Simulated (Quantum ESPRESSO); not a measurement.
# Fe (Fmmm) in Quantum ESPRESSO: convergence with density cutoff

Aim: find how far density cutoff must go before the results for Fe settle, at PBE. This setting moves, with any that are tied to it; all else stays.

Program: Quantum ESPRESSO 7.5. These are calculated values, not measurements. Logs are shortened: lines on timing, memory, paths and dates and some standing lists are left out, and cuts for length are marked.

## 1. The structure

Symmetry: Fmmm, No. 69, orthorhombic system. Conventional cell: a = 2.997 Å, b = 3.883 Å, c = 3.930 Å, α = 90.00°, β = 90.00°, γ = 90.00°. Fe (site symmetry mmm) has 12 Fe at 2.45 to 2.76 Å as nearest neighbours.

## 2. With density cutoff 144 Ry

pw.in

```
&CONTROL
  calculation = 'scf'
  prefix = 'pwscf'
  outdir = './tmp'
  pseudo_dir = './pseudo'
  tprnfor = .true.
  tstress = .true.
  disk_io = 'nowf'
/
&SYSTEM
  ibrav = 0
  nat = 1
  ntyp = 1
  ecutwfc = 36
  ecutrho = 144
  nbnd = 17
  occupations = 'smearing'
  smearing = 'fd'
  degauss = 0.00367493
  nspin = 2
  starting_magnetization(1) = 0.1875
/
&ELECTRONS
  conv_thr = 2d-10
  electron_maxstep = 120
  mixing_beta = 0.3
/
ATOMIC_SPECIES
Fe    55.8450 Fe.GGA_PBE-JTH.UPF
CELL_PARAMETERS angstrom
   0.0000000000    1.9417396906    1.9651051623
   1.4984397099    0.0000000000    1.9651051623
   1.4984397099    1.9417396906    0.0000000000
ATOMIC_POSITIONS crystal
Fe     0.0000000000    0.0000000000    0.0000000000
K_POINTS automatic
13 13 13 0 0 0
```

Potentials or basis: JTH 2.0 PBE.

On the command line:

```
$ OMP_NUM_THREADS=1 pw.x -in pw.in > pw.out
```

pw.out:

```text
This program is part of the open-source Quantum ESPRESSO suite
     for quantum simulation of materials; please cite
         "P. Giannozzi et al., J. Phys.:Condens. Matter 21 395502 (2009);
         "P. Giannozzi et al., J. Phys.:Condens. Matter 29 465901 (2017);
         "P. Giannozzi et al., J. Chem. Phys. 152 154105 (2020);
     in publications or presentations arising from this work. More details at

     file Fe.GGA_PBE-JTH.UPF: wavefunction(s)  3S 4S 3P 0P 0D renormalized
     Message from routine setup:
     using ibrav=0 with symmetry is DISCOURAGED, use correct ibrav instead

     G-vector sticks info
     --------------------
     sticks:   dense  smooth     PW     G-vecs:    dense   smooth      PW
     Sum         223     223     85                 2243     2243     499

     Using Slab Decomposition

     bravais-lattice index     =            0
     lattice parameter (alat)  =       5.2206  a.u.
     unit-cell volume          =      77.1690 (a.u.)^3
     number of atoms/cell      =            1
     number of atomic types    =            1
     number of electrons       =        16.00
     number of Kohn-Sham states=           17
     kinetic-energy cutoff     =      36.0000  Ry
     charge density cutoff     =     144.0000  Ry
     scf convergence threshold =      2.0E-10
     mixing beta               =       0.3000
     number of iterations used =            8  plain     mixing
     Exchange-correlation= SLA PW PBX PBC
                           (   1   4   3   4   0   0   0)

     celldm(1)=   5.220569  celldm(2)=   0.000000  celldm(3)=   0.000000
     celldm(4)=   0.000000  celldm(5)=   0.000000  celldm(6)=   0.000000

     crystal axes: (cart. coord. in units of alat)
               a(1) = (   0.000000   0.702865   0.711323 )
               a(2) = (   0.542401   0.000000   0.711323 )
               a(3) = (   0.542401   0.702865   0.000000 )

     reciprocal axes: (cart. coord. in units 2 pi/alat)
               b(1) = ( -0.921828  0.711374  0.702916 )
               b(2) = (  0.921828 -0.711374  0.702916 )
               b(3) = (  0.921828  0.711374 -0.702916 )

     PseudoPot. # 1 for Fe read from file:
     Fe.GGA_PBE-JTH.UPF
     Pseudo is Projector augmented-wave + core cor, Zval = 16.0
     Generated using ATOMPAW code
     Shape of augmentation charge: SINC**2
     Using radial grid of 1038 points,  6 beta functions with:
                l(1) =   0
                l(2) =   0
                l(3) =   1
                l(4) =   1
                l(5) =   2
                l(6) =   2
     Q(r) pseudized with 0 coefficients

     atomic species   valence    mass     pseudopotential
     Fe               16.00    55.84500     Fe( 1.00)

     Starting magnetic structure
     atomic species   magnetization
     Fe              0.188

      8 Sym. Ops., with inversion, found

   Cartesian axes

     site n.     atom                  positions (alat units)
         1        Fe     tau(   1) = (   0.0000000   0.0000000   0.0000000  )

     number of k points=   343  Fermi-Dirac smearing, width (Ry)=  0.0037

     Number of k-points >= 100: set verbosity='high' to print them.

     Dense  grid:     2243 G-vectors     FFT dimensions: (  20,  18,  18)

     Generating pointlists ...
     new r_m :   0.3662 (alat units)  1.9119 (a.u.) for type    1

     Initial potential from superposition of free atoms

     starting charge      15.9992, renormalised to      16.0000
     Starting wfcs are   18 randomized atomic wfcs

     Self-consistent Calculation

     iteration #  1     ecut=    36.00 Ry     beta= 0.30
     Davidson diagonalization with overlap
     ethr =  1.00E-02,  avg # of iterations =  5.0

     total energy              =    -329.17563904 Ry
     estimated scf accuracy    <       0.33116654 Ry

     total magnetization       =     2.23 Bohr mag/cell
     absolute magnetization    =     2.25 Bohr mag/cell

     iteration #  2     ecut=    36.00 Ry     beta= 0.30
     Davidson diagonalization with overlap
     ethr =  2.07E-03,  avg # of iterations =  1.5

     total energy              =    -329.25740636 Ry
     estimated scf accuracy    <       0.00479670 Ry

     total magnetization       =     2.45 Bohr mag/cell
     absolute magnetization    =     2.48 Bohr mag/cell

     iteration #  3     ecut=    36.00 Ry     beta= 0.30
     Davidson diagonalization with overlap
     ethr =  3.00E-05,  avg # of iterations =  2.9

     total energy              =    -329.26362922 Ry
     estimated scf accuracy    <       0.00392619 Ry

     total magnetization       =     2.36 Bohr mag/cell
     absolute magnetization    =     2.41 Bohr mag/cell

     iteration #  4     ecut=    36.00 Ry     beta= 0.30
     Davidson diagonalization with overlap
     ethr =  2.45E-05,  avg # of iterations =  1.6

     total energy              =    -329.26495961 Ry
     estimated scf accuracy    <       0.00025733 Ry

     total magnetization       =     2.28 Bohr mag/cell
     absolute magnetization    =     2.38 Bohr mag/cell

     iteration #  5     ecut=    36.00 Ry     beta= 0.30
     Davidson diagonalization with overlap
     ethr =  1.61E-06,  avg # of iterations =  2.4

     total energy              =    -329.26514777 Ry
     estimated scf accuracy    <       0.00036088 Ry
[... 48 lines left out ...]
     total energy              =    -329.26530256 Ry
     estimated scf accuracy    <       0.00000136 Ry

     total magnetization       =     2.18 Bohr mag/cell
     absolute magnetization    =     2.30 Bohr mag/cell

     iteration # 11     ecut=    36.00 Ry     beta= 0.30
     Davidson diagonalization with overlap
     ethr =  7.53E-09,  avg # of iterations =  1.5

     total energy              =    -329.26530317 Ry
     estimated scf accuracy    <          7.9E-09 Ry

     total magnetization       =     2.18 Bohr mag/cell
     absolute magnetization    =     2.29 Bohr mag/cell

     iteration # 12     ecut=    36.00 Ry     beta= 0.30
     Davidson diagonalization with overlap
     ethr =  4.91E-11,  avg # of iterations =  2.1

     total energy              =    -329.26530317 Ry
     estimated scf accuracy    <          8.2E-10 Ry

     total magnetization       =     2.18 Bohr mag/cell
     absolute magnetization    =     2.29 Bohr mag/cell

     iteration # 13     ecut=    36.00 Ry     beta= 0.30
     Davidson diagonalization with overlap
     ethr =  5.10E-12,  avg # of iterations =  2.0

     Magnetic moment per site  (integrated on atomic sphere of radius R)
     atom   1 (R=0.366)  charge= 14.3893  magn=  2.2255

     End of self-consistent calculation

     Number of k-points >= 100: set verbosity='high' to print the bands.

     the Fermi energy is    20.1206 ev

!    total energy              =    -329.26530317 Ry
     total all-electron energy =      -329.265303 Ry
     estimated scf accuracy    <          8.5E-11 Ry
     smearing contrib. (-TS)   =      -0.00069445 Ry
     internal energy E=F+TS    =    -329.26460872 Ry

     The total energy is F=E-TS. E is the sum of the following terms:
     one-electron contribution =    -112.51811484 Ry
     hartree contribution      =      47.32468527 Ry
     xc contribution           =     -23.76801986 Ry
     ewald contribution        =    -173.66884280 Ry
     one-center paw contrib.   =     -66.63431649 Ry

     total magnetization       =     2.18 Bohr mag/cell
     absolute magnetization    =     2.29 Bohr mag/cell

     convergence has been achieved in  13 iterations

     Forces acting on atoms (cartesian axes, Ry/au):

     atom    1 type  1   force =     0.00000000    0.00000000    0.00000000

     Total force =     0.000000     Total SCF correction =     0.000000

     Computing stress (Cartesian axis) and pressure

          total   stress  (Ry/bohr**3)                   (kbar)     P=      -60.09
  -0.00076147   0.00000000  -0.00000000         -112.02        0.00       -0.00
   0.00000000  -0.00018224  -0.00000000            0.00      -26.81       -0.00
  -0.00000000  -0.00000000  -0.00028175           -0.00       -0.00      -41.45

=------------------------------------------------------------------------------=
   JOB DONE.
=------------------------------------------------------------------------------=
```

Wall time 51 s (1 thread of Arm Neoverse V2, shared host); peak memory 0.12 GiB.

Results:

| Quantity | Value |
| --- | --- |
| Free energy | -4479.8827 eV |
| Band gap on the k mesh | none (metal or under the smearing width) |
| Net moment | 2.18 μB per cell |
| Absolute moment | 2.29 μB per cell |
| Site moments | Fe +2.23 μB |
| Valence electrons inside the program's atomic spheres | Fe 14.39 |

## 3. With density cutoff 180 Ry

pw.in: that of step 2 with these lines changed.

```diff
@@ -14,3 +14,3 @@
   ecutwfc = 36
-  ecutrho = 144
+  ecutrho = 180
   nbnd = 17
```

Potentials or basis: JTH 2.0 PBE.

On the command line:

```
$ OMP_NUM_THREADS=1 pw.x -in pw.in > pw.out
```

It took 51 s on 1 thread of Arm Neoverse V2, shared host; peak memory 0.12 GiB.

What came out:

| Quantity | Value |
| --- | --- |
| Free energy | -4479.8785 eV |
| Band gap on the k mesh | none (metal or under the smearing width) |
| Net moment | 2.18 μB per cell |
| Absolute moment | 2.29 μB per cell |
| Site moments | Fe +2.23 μB |
| Valence electrons inside the program's atomic spheres | Fe 14.39 |

## 4. With density cutoff 216 Ry

pw.in: that of step 3 with these lines changed.

```diff
@@ -14,3 +14,3 @@
   ecutwfc = 36
-  ecutrho = 180
+  ecutrho = 216
   nbnd = 17
```

On the command line:

```
$ OMP_NUM_THREADS=1 pw.x -in pw.in > pw.out
```

Wall time 51 s (1 thread of Arm Neoverse V2, shared host); peak memory 0.12 GiB.

What came out:

| Quantity | Value |
| --- | --- |
| Free energy | -4479.8767 eV |
| Band gap on the k mesh | none (metal or under the smearing width) |
| Net moment | 2.18 μB per cell |
| Absolute moment | 2.29 μB per cell |
| Site moments | Fe +2.22 μB |
| Valence electrons inside the program's atomic spheres | Fe 14.39 |

## 5. With density cutoff 252 Ry

pw.in: that of step 4 with these lines changed.

```diff
@@ -14,3 +14,3 @@
   ecutwfc = 36
-  ecutrho = 216
+  ecutrho = 252
   nbnd = 17
```

On the command line:

```
$ OMP_NUM_THREADS=1 pw.x -in pw.in > pw.out
```

Run time: 52 s. Hardware: 1 thread of Arm Neoverse V2, shared host; peak memory 0.12 GiB.

What came out:

* Free energy: -4479.8771 eV
* Band gap on the k mesh: none (metal or under the smearing width)
* Net moment: 2.18 μB per cell
* Absolute moment: 2.29 μB per cell
* Site moments: Fe +2.22 μB
* Valence electrons inside the program's atomic spheres: Fe 14.39

## 6. With density cutoff 288 Ry

pw.in: that of step 5 with these lines changed.

```diff
@@ -14,3 +14,3 @@
   ecutwfc = 36
-  ecutrho = 252
+  ecutrho = 288
   nbnd = 17
```

Potentials or basis: JTH 2.0 PBE.

On the command line:

```
$ OMP_NUM_THREADS=1 pw.x -in pw.in > pw.out
```

Wall time 52 s (1 thread of Arm Neoverse V2, shared host); peak memory 0.12 GiB.

It converged, with:

- Free energy: -4479.8766 eV
- Band gap on the k mesh: none (metal or under the smearing width)
- Net moment: 2.18 μB per cell
- Absolute moment: 2.29 μB per cell
- Site moments: Fe +2.22 μB
- Valence electrons inside the program's atomic spheres: Fe 14.39

## 7. With density cutoff 360 Ry

pw.in: that of step 6 with these lines changed.

```diff
@@ -14,3 +14,3 @@
   ecutwfc = 36
-  ecutrho = 288
+  ecutrho = 360
   nbnd = 17
```

On the command line:

```
$ OMP_NUM_THREADS=1 pw.x -in pw.in > pw.out
```

Wall time 52 s (1 thread of Arm Neoverse V2, shared host); peak memory 0.12 GiB.

It converged, with:

| Quantity | Value |
| --- | --- |
| Free energy | -4479.8767 eV |
| Band gap on the k mesh | none (metal or under the smearing width) |
| Net moment | 2.18 μB per cell |
| Absolute moment | 2.29 μB per cell |
| Site moments | Fe +2.22 μB |
| Valence electrons inside the program's atomic spheres | Fe 14.39 |

## 8. With density cutoff 432 Ry

pw.in: that of step 7 with these lines changed.

```diff
@@ -14,3 +14,3 @@
   ecutwfc = 36
-  ecutrho = 360
+  ecutrho = 432
   nbnd = 17
```

On the command line:

```
$ OMP_NUM_THREADS=1 pw.x -in pw.in > pw.out
```

Wall time 54 s (1 thread of Arm Neoverse V2, shared host); peak memory 0.13 GiB.

The run converged. Its results:

- Free energy: -4479.8768 eV
- Band gap on the k mesh: none (metal or under the smearing width)
- Net moment: 2.18 μB per cell
- Absolute moment: 2.29 μB per cell
- Site moments: Fe +2.22 μB
- Valence electrons inside the program's atomic spheres: Fe 14.39

## 9. With density cutoff 576 Ry

pw.in: that of step 8 with these lines changed.

```diff
@@ -14,3 +14,3 @@
   ecutwfc = 36
-  ecutrho = 432
+  ecutrho = 576
   nbnd = 17
```

Potentials or basis: JTH 2.0 PBE.

On the command line:

```
$ OMP_NUM_THREADS=1 pw.x -in pw.in > pw.out
```

Wall time 56 s (1 thread of Arm Neoverse V2, shared host); peak memory 0.14 GiB.

It converged, with:

- Free energy: -4479.8770 eV
- Band gap on the k mesh: none (metal or under the smearing width)
- Net moment: 2.18 μB per cell
- Absolute moment: 2.29 μB per cell
- Site moments: Fe +2.22 μB
- Valence electrons inside the program's atomic spheres: Fe 14.39

## 10. The series at a glance

| density cutoff | energy less the tightest run, at zero smearing (meV/atom) | SCF cycles | CPU time (s) | peak memory (GiB) |
| --- | --- | --- | --- | --- |
| 144 Ry | -5.71 | 13 | 51 | 0.12 |
| 180 Ry | -1.50 | 13 | 51 | 0.12 |
| 216 Ry | 0.25 | 13 | 51 | 0.12 |
| 252 Ry | -0.14 | 13 | 52 | 0.12 |
| 288 Ry | 0.34 | 13 | 52 | 0.12 |
| 360 Ry | 0.30 | 13 | 52 | 0.12 |
| 432 Ry | 0.17 | 13 | 54 | 0.13 |
| 576 Ry | 0.00 | 13 | 56 | 0.14 |

Against the tightest run, the energy stays within 1 meV/atom from 216 Ry on. The tightest run that finished is the yardstick and may itself not be fully converged.

Caveats: the cutoff is low for these files, which shifts pressure and relaxed volume.
